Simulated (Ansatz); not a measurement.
# V_Sr in SrCl2 (Fm-3m): charge-transition levels and formation energies

Aim: at which Fermi levels does V_Sr in SrCl2 (Fm-3m) change its charge? The model is a cell of 54 host atoms with 1 Sr taken out.

Method: place-levels on PBEsol runs: charge-transition levels and formation energies with image-charge correction and potential alignment at the atomic sites, in Ansatz 0.2.0.

## 1. The starting structure

The cell holds 53 atoms: 17 Sr and 36 Cl. Cell: a = 9.769 Å, b = 14.653 Å, c = 14.653 Å, α = 60.0°, β = 60.0°, γ = 60.0°. It derives from SrCl2 (space group Fm-3m). Nearest the centre at fractional (0.500, 0.333, 0.667): Cl8 at 2.99 Å, Cl5 at 2.99 Å, Cl42 at 2.99 Å, Cl32 at 2.99 Å, Cl18 at 2.99 Å, Cl14 at 2.99 Å, Cl36 at 2.99 Å, Cl44 at 2.99 Å.

As a file:

```xyz
53
Lattice="0.0000 6.9077 6.9077 10.3615 0.0000 10.3615 10.3615 10.3615 0.0000" Properties=species:S:1:pos:R:3 pbc="T T T"
Sr    0.0000    0.0000    0.0000
Cl    5.1807    5.1807    5.1807
Cl    1.7269    1.7269    1.7269
Sr    3.4538    3.4538    0.0000
Cl    8.6346    8.6346    5.1807
Cl    5.1807    5.1807    1.7269
Sr    6.9077    6.9077    0.0000
Cl   12.0884   12.0884    5.1807
Cl    8.6346    8.6346    1.7269
Sr    3.4538    0.0000    3.4538
Cl    8.6346    5.1807    8.6346
Cl    5.1807    1.7269    5.1807
Sr    6.9077    3.4538    3.4538
Cl   12.0884    8.6346    8.6346
Cl    8.6346    5.1807    5.1807
Sr   10.3615    6.9077    3.4538
Cl   15.5422   12.0884    8.6346
Cl   12.0884    8.6346    5.1807
Sr    6.9077    0.0000    6.9077
Cl   12.0884    5.1807   12.0884
Cl    8.6346    1.7269    8.6346
Sr   10.3615    3.4538    6.9077
Cl   15.5422    8.6346   12.0884
Cl   12.0884    5.1807    8.6346
Sr   13.8153    6.9077    6.9077
Cl   18.9961   12.0884   12.0884
Cl   15.5422    8.6346    8.6346
Sr    0.0000    3.4538    3.4538
Cl    5.1807    8.6346    8.6346
Cl    1.7269    5.1807    5.1807
Sr    3.4538    6.9077    3.4538
Cl    8.6346   12.0884    8.6346
Cl    5.1807    8.6346    5.1807
Sr    6.9077   10.3615    3.4538
Cl   12.0884   15.5422    8.6346
Cl    8.6346   12.0884    5.1807
Sr    3.4538    3.4538    6.9077
Cl    8.6346    8.6346   12.0884
Cl    5.1807    5.1807    8.6346
Sr    6.9077    6.9077    6.9077
Cl   12.0884   12.0884   12.0884
Cl    8.6346    8.6346    8.6346
Cl   15.5422   15.5422   12.0884
Cl   12.0884   12.0884    8.6346
Sr    6.9077    3.4538   10.3615
Cl   12.0884    8.6346   15.5422
Cl    8.6346    5.1807   12.0884
Sr   10.3615    6.9077   10.3615
Cl   15.5422   12.0884   15.5422
Cl   12.0884    8.6346   12.0884
Sr   13.8153   10.3615   10.3615
Cl   18.9961   15.5422   15.5422
Cl   15.5422   12.0884   12.0884
```

The host's dielectric constants go in as inputs: 3.02 for the electrons alone, 7.80 with the ions, from a response run on this crystal (DFPT, PBEsol) at that run's own cell.

The cell's shortest repeat is 9.8 Å.

## 2. What was run first

A transition level is the Fermi level at which two charge states cost the same, so each charge needs its own total energy, at its own relaxed structure.

Each atom starts 0.05 Å or so off its site in a random direction: a symmetric start keeps its symmetry, and would miss off-centre moves and Jahn–Teller distortions. Forces are taken at one point at (¼, ¼, ¼). The cell holds 2 electrons more than the neutral one, with a uniform background that keeps it neutral on the whole.

The sampling was tested on the host first: at the k-points planned (1x1x1 shifted 0.25 0.25 0.25) its energy lies 0.000 eV an atom from the dense-mesh value, under the bound of 0.02 eV set for this test; that bounds the host's error, not the defect's.

One state's input; the others differ in charge, spin, start and seed, and in occupations where the table says so.

The input, qm2.relax/input.yaml:

```yaml
crystal:
  lattice:
    - [0.0, 3.45382961, 3.45382961]
    - [3.45382961, 0.0, 3.45382961]
    - [3.45382961, 3.45382961, 0.0]
  atoms:
    - { symbol: Sr, position: [0.0, 0.0, 0.0] }
    - { symbol: Cl, position: [0.75, 0.75, 0.75] }
    - { symbol: Cl, position: [0.25, 0.25, 0.25] }
  supercell: [2, 3, 3]
  defects: [{ vacancy: 42 }]
total_charge: -2
basis:
  ecutwfc: 420
  xc_grid: 2
hamiltonian:
  xc: pbesol
kpoints:
  mp_grid: { grid: [1, 1, 1], shift: [0.25, 0.25, 0.25] }
scf:
  occupations: { method: fixed }
  max_iter: 100
output:
  forces: true
  charged_corrections: { epsilon: 3.02, static_epsilon: 7.8 }
relax:
  f_tol: 0.02
  max_steps: 80
  random_displacement: { amplitude: 0.05, seed: 9475 }
checkpoint:
  write: "../qm2.relax.run"
  compress: false
  write_wavefunctions: true
  write_every: 100000
```

Launch:

```sh
$ ansatz run input.yaml --threads 4 --pin off --max-ram 14131MiB --backend cpu --events-out ev --progress --plain --runs-dir out
```

Defect states can disperse in a cell of this size, so the energy is taken again at a 2×2×2 shifted mesh, on the relaxed structure.

The run of this state that the levels use, under PBEsol:

The input, qm2.point/input.yaml:

```yaml
crystal:
  checkpoint: "../qm2.relax.run"
  host: checkpoint
total_charge: -2
basis:
  ecutwfc: 420
  xc_grid: 2
hamiltonian:
  xc: pbesol
kpoints:
  mp_grid: { grid: [2, 2, 2], shift: [0.5, 0.5, 0.5] }
scf:
  occupations: { method: fermi_dirac, width: 0.01 }
  max_iter: 100
output:
  forces: true
  eigenvalues: true
  charged_corrections:
    epsilon: 3.02
    static_epsilon: 7.8
    defect_position: [0.5, 0.333333, 0.666667]
  eigenstates: { localisation: true }
  populations: true
  band_densities: [{ bands: [v1, v1] }, { bands: [c1, c1] }]
  write_density: true
  write_potential: true
  volumetric_format: npy
checkpoint:
  read: "../qm2.relax.run"
  write: "../qm2.point.run"
  compress: false
  write_wavefunctions: false
  write_every: 100000
```

Relaxations under PBEsol at one point at (¼, ¼, ¼); times on 4 threads of Arm Neoverse V2, shared host:

```
charge  moment (μB)  occupations        outcome  steps  largest displacement against the far atoms (Å)     time
    −2            0        fixed      converged      6                                            0.21     87 s
    −1            1        fixed      converged      4                                            0.14    3 min
     0            0        fixed      converged      4                                            0.10     81 s
     0            2        fixed  not converged      2                                               -  4.7 min
     0            2  fermi-dirac      converged      4                                            0.10  3.7 min
    +1            1        fixed      converged      5                                            0.07  8.2 min
    +1            3        fixed      converged      4                                            0.07  4.6 min
```

Single points under PBEsol at a 2×2×2 shifted mesh; times on 4 threads of Arm Neoverse V2, shared host:

```
charge  moment (μB)  occupations    outcome     time
    −2            0  fermi-dirac  converged    2 min
    −1            1  fermi-dirac  converged  4.7 min
     0            0  fermi-dirac  converged  2.2 min
     0            2  fermi-dirac  converged  6.7 min
    +1            1  fermi-dirac  converged  7.2 min
    +1            3  fermi-dirac  converged  6.7 min
```

Distances (Å) from the ideal centre to the nearest atoms after relaxation with PBEsol:

```
charge  moment (μB)       1.       2.       3.       4.       5.       6.
    −2            0  Cl 3.15  Cl 3.15  Cl 3.15  Cl 3.15  Cl 3.17  Cl 3.18
    −1            1  Cl 3.10  Cl 3.10  Cl 3.11  Cl 3.11  Cl 3.11  Cl 3.11
     0            0  Cl 3.07  Cl 3.07  Cl 3.07  Cl 3.07  Cl 3.07  Cl 3.08
     0            2  Cl 3.07  Cl 3.07  Cl 3.07  Cl 3.07  Cl 3.07  Cl 3.08
    +1            1  Cl 3.03  Cl 3.03  Cl 3.04  Cl 3.05  Cl 3.05  Cl 3.05
    +1            3  Cl 3.02  Cl 3.03  Cl 3.03  Cl 3.04  Cl 3.04  Cl 3.04
```

## 3. Placing the levels, PBEsol

A charged cell interacts with its images and the background, and its potential has another zero than the host's. place-levels removes the first by a point-charge model, screened by the static dielectric constant since the ions have relaxed around the charge, and the second by comparing potentials at atoms far from the defect.

The host is a run of the defect-free crystal in the same cutoffs, grids and k-points, so that basis and sampling errors cancel in part in the differences. Its band edges come from a run of the primitive cell that searches the zone for them. The host is run in a cell of 27 atoms on a matching mesh. Chemical potentials are energies per atom of Sr (fcc), run with the same functional and cutoff.

The input, levels.point.yaml:

```yaml
host:
  run: host.point.run
  levels_from: { run: edges.point.run }
states: [qm2.point.run, qm1_M1.point.run, q0.point.run, q0_M2.point.run, qp1_M1.point.run, qp1_M3.point.run]
geometry_from:
  qm2.point.run: qm2.relax.run
  qm1_M1.point.run: qm1_M1.relax.run
  q0.point.run: q0.relax.run
  q0_M2.point.run: q0_M2.relax_smeared.run
  qp1_M1.point.run: qp1_M1.relax.run
  qp1_M3.point.run: qp1_M3.relax.run
  host.point.run: host.relax.run
chemical_potentials:
  Sr:
    energy: -3492.215259
    dataset: "<sha256 of the dataset>"
epsilon: 3.02
static_epsilon: 7.8
vertical:
  - { from: qm2.point.run, to: qm2.point_neutral.run }
  - { from: qm1_M1.point.run, to: qm1_M1.point_neutral.run }
  - { from: qp1_M1.point.run, to: qp1_M1.point_neutral.run }
  - { from: qp1_M3.point.run, to: qp1_M3.point_neutral.run }
```

Launch:

```sh
$ ansatz place-levels levels.point.yaml -- --threads 4 --pin off --max-ram 14131MiB
```

Numbers of over 12 decimals in the logs are rounded to 6 here.

Output:

```text
[... repeated set-up lines and file paths are left out, and long positions are rounded to six places ...]
(+1/0) 0.000 eV above the valence edge (-0.193 eV without the band-filling correction), 5.253 eV under the conduction edge
(0/-1) 0.234 eV above the valence edge, 5.019 eV under the conduction edge
(-1/-2) 0.728 eV above the valence edge, 4.525 eV under the conduction edge
formation energy of charge +1: +10.036 eV with the Fermi level at the valence edge
formation energy of charge 0: +10.036 eV with the Fermi level at the valence edge
formation energy of charge -1: +10.270 eV with the Fermi level at the valence edge
formation energy of charge -2: +10.997 eV with the Fermi level at the valence edge
vertical -2 to 0: no energy, since no alignment is typed
  the change from vertical[0].from (qm2.point.run) to vertical[0].to (qm2.point_neutral.run): by its potential at epsilon 3.02 it stands at 0.499 0.334 0.666, with an rms radius of about 6.1 Å (3.2 3.7 3.7 Å across the planes of the cell's vectors); [...]
vertical -1 to 0: no energy, since no alignment is typed
  the change from vertical[1].from (qm1_M1.point.run) to vertical[1].to (qm1_M1.point_neutral.run): by its potential at epsilon 3.02 it stands at 0.503 0.333 0.667, with an rms radius of about 6.6 Å (3.5 4.0 4.0 Å across the planes of the cell's vectors); [...]
vertical +1 to 0: no energy, since no alignment is typed
  the change from vertical[2].from (qp1_M1.point.run) to vertical[2].to (qp1_M1.point_neutral.run): by its potential at epsilon 3.02 it stands at 0.516 0.335 0.667, with an rms radius of about 6.4 Å (3.2 4.0 4.0 Å across the planes of the cell's vectors); [...]
vertical +1 to 0: no energy, since no alignment is typed
[...]
of states[3] (q0_M2.point.run): its moments are held at its close (magnetization.spin_locking), by a field of 0.008 eV a Bohr magneton, and its energy and levels are of the state that this holds: a run that lets them go can end lower
  of vertical[0].from (qm2.point.run): it parts from the run at its places by a charge that spreads by about 3.2 Å along one vector (1.4 Å or more is wide), by its potential at epsilon 3.02, taken for that of held ions (one typed too small widens it), where [...]
  vertical[0].to (qm2.point_neutral.run): levels filled in part (TS 0.008 eV): its energy is of no whole electron's
  of vertical[1].from (qm1_M1.point.run): it parts from the run at its places by a charge that spreads by about 3.5 Å along one vector (1.4 Å or more is wide), by its potential at epsilon 3.02, taken for that of held ions (one typed too small widens it), [...]
  vertical[1].to (qm1_M1.point_neutral.run): levels filled in part (TS 0.003 eV): its energy is of no whole electron's
  vertical[2].from (qp1_M1.point.run): levels filled in part (TS 0.012 eV): its energy is of no whole electron's
  of vertical[2].from (qp1_M1.point.run): its moments are held at its close (magnetization.spin_locking), by a field of 0.013 eV a Bohr magneton, and its energy and levels are of the state that this holds: a run that lets them go can end lower; [...]
  vertical[2].to (qp1_M1.point_neutral.run): levels filled in part (TS 0.001 eV): its energy is of no whole electron's
  vertical[3].from (qp1_M3.point.run): levels filled in part (TS 0.013 eV): its energy is of no whole electron's
  of vertical[3].from (qp1_M3.point.run): its moments are held at its close (magnetization.spin_locking), by a field of 0.009 eV a Bohr magneton, and its energy and levels are of the state that this holds: a run that lets them go can end lower; [...]
  vertical[3].to (qp1_M3.point_neutral.run): levels filled in part (TS 0.001 eV): its energy is of no whole electron's
```

The job ended after 0.54 s (4 threads of Arm Neoverse V2, shared host).

Levels between the charges placed, in eV above the valence top:

```
        gap (eV)  (+1/0)  (0/−1)  (−1/−2)
PBEsol      5.25    0.00    0.23     0.73
```

Corrections by state:

```
charge  moment (μB)  image terms and alignment (eV)  band filling (eV)  ε used  over the lowest of its charge, as the program ranks them, band filling apart (eV)
    +1          1.0                          -0.240             -0.193    7.80                                                                              0.000
     0          0.0                           0.000                  -       -                                                                              0.000
    −1          1.0                           0.550                  -    7.80                                                                              0.000
    −2          0.0                           1.447                  -    7.80                                                                              0.000
    +1          3.0                          -0.236                  -    7.80                                                                              0.016
     0          2.0                           0.000                  -       -                                                                              0.032
```

The charged structures listed were also run neutral, and place-levels reads from each pair, by the potential or the spins, how wide the charge is by which they differ; that can be the carrier of either run.

```
charge  rms radius (Å)  spread where it is widest against the cell (Å)  wide from (Å)  reading
    +1             6.4                                            3.15           1.38     wide
    −1             6.6                                            3.49           1.38     wide
    −2             6.1                                            3.16           1.38     wide
```

The neutral runs of these pairs need not share the spin of the lowest neutral state, and very wide values only mean spread over the cell.

From the program's caveats on the states, each cut to its opening words:

- charge +1 (1 μB), −2: it parts from the run at its places by a charge that spreads by about 3.2 Å along one vector (1.4 Å or more is wide), by its potential at epsilon 3.02, taken [...]
- charge +1 (1 μB): a band-filling correction moves a carrier to the host's band edge, which changes its energy by -0.193 eV
- charge +1 (1 μB): its alignment with the host at atomic sites is doubtful: the mean over the far sites moves by +0.0578 eV from their farther parts to their nearer, more than [...]
- charge +1 (1 μB): its moments are held at its close (magnetization.spin_locking), by a field of 0.013 eV a Bohr magneton, and its energy and levels are of the state that this [...]
- charge −1 (1 μB): it parts from the run at its places by a charge that spreads by about 3.5 Å along one vector (1.4 Å or more is wide), by its potential at epsilon 3.02, taken [...]
- charge −2: its alignment with the host at atomic sites is doubtful: the mean over the far sites moves by -0.0588 eV from their farther parts to their nearer, more than [...]
- charge +1 (3 μB): it parts from the run at its places by a charge that spreads by about 2.8 Å along one vector (1.4 Å or more is wide), by its potential at epsilon 3.02, taken [...]
- charge +1 (3 μB): its moments are held at its close (magnetization.spin_locking), by a field of 0.009 eV a Bohr magneton, and its energy and levels are of the state that this [...]
- charge 0 (2 μB): its moments are held at its close (magnetization.spin_locking), by a field of 0.008 eV a Bohr magneton, and its energy and levels are of the state that this [...]

The host's formation energy from the elements is -2.576 eV per atom; it sets how far the chemical potentials can move.

Limit set by the element alone; other compounds of these elements are not counted. Chemical potentials from the elements' reference states: Cl 0.00 eV, Sr -7.73 eV. Formation energies (Cl-rich), with the Fermi level at the valence top and at the conduction bottom (gap 5.25 eV):

```
charge  at valence top (eV)  at conduction bottom (eV)  correction included (eV)
    +1                 2.31                       7.56                     -0.43
     0                 2.31                       2.31                      0.00
    −1                 2.54                      -2.71                      0.55
    −2                 3.27                      -7.24                      1.45
```

```csv
Fermi level (eV),lowest formation energy (eV)
0.00,2.31
0.48,2.06
0.95,1.36
1.43,0.41
1.91,-0.55
2.39,-1.50
2.87,-2.47
3.34,-3.42
3.82,-4.37
4.30,-5.33
4.78,-6.28
5.25,-7.24
```

Limit set by the element alone; other compounds of these elements are not counted. Chemical potentials from the elements' reference states: Sr 0.00 eV, Cl -3.86 eV. Formation energies (Sr-rich), with the Fermi level at the valence top and at the conduction bottom (gap 5.25 eV):

```
charge  at valence top (eV)  at conduction bottom (eV)  correction included (eV)
    +1                10.04                      15.29                     -0.43
     0                10.04                      10.04                      0.00
    −1                10.27                       5.02                      0.55
    −2                11.00                       0.49                      1.45
```

Fermi level (eV), lowest formation energy (eV) and a bar:
```
     0.00      10.04 ##############################
     0.48       9.79 #############################
     0.95       9.09 ###########################
     1.43       8.13 ########################
     1.91       7.18 #####################
     2.39       6.23 ##################
     2.87       5.26 ###############
     3.34       4.31 ############
     3.82       3.35 #########
     4.30       2.40 ######
     4.78       1.45 ###
     5.25       0.49
```

## 4. Results

```
gap of the host                                                          : 5.25 eV (PBEsol)
level (plus 1/0)                                                         : 0.00 eV above the valence top (-0.19 eV above the valence top without the band-filling term)
level (0/minus 1)                                                        : 0.23 eV above the valence top
level (minus 1/minus 2)                                                  : 0.73 eV above the valence top
lowest of the charges placed, just above the valence top (0.02 eV)       : 0
lowest of the charges placed, just below the conduction bottom (0.02 eV) : −2
lowest formation energy at mid-gap of the charges run, Cl-rich           : -1.98 eV
lowest formation energy at mid-gap of the charges run, Sr-rich           : 5.74 eV
```

**Reading.** Of the charges placed (−2, −1, 0 and +1), the lowest changes at 0.23 eV (0/−1) and 0.73 eV (−1/−2) above the valence top, in a gap of 5.25 eV. (0/−1) and (−1/−2) lie nearer to a band edge than the share of the finite-size correction in them (0.55 and 0.90 eV), and that correction holds for a localised charge alone. Charges below −2 were not placed, so these runs say nothing of levels that involve them. States placed: +1 at 1 μB and 3 μB; 0 at 0 μB and 2 μB; −1 at 1 μB; −2 at 0 μB. Other spin states or structures, where not listed, weren't placed. The program finds carriers beyond a band edge of the host and adds a band-filling term at charge +1 (-0.19 eV); steps to such a charge show no bound level, and a defect level inside a band would be read the same way. The program doubts the alignment of potentials for at least one state, a sign that the cell is small. What this leaves open: PBEsol makes the gap too small and tends to spread out bound carriers; where a gas molecule sets a chemical potential or the host's formation energy, its binding is uncorrected.

[Logs are printed without paths, hosts, clocks, repeated set-up lines and the standing remarks that a program may print on its own settings, such as how far it seeks lower states.]

[Hosts, paths, dates, database ids (printed as entryN), source tags and the programs' standing remarks are cut or masked in the printed files.]

[Where a table of states has a column of steps, it counts the stored structures, which are thinned; the runs took as many ionic steps or more.]

[A defect's name tells the site on which it was built; relaxed atoms can leave that site.]

[For some hosts the program warned that the k-mesh of the response run may be too coarse for force constants and the static dielectric constant; such warnings are not shown here.]
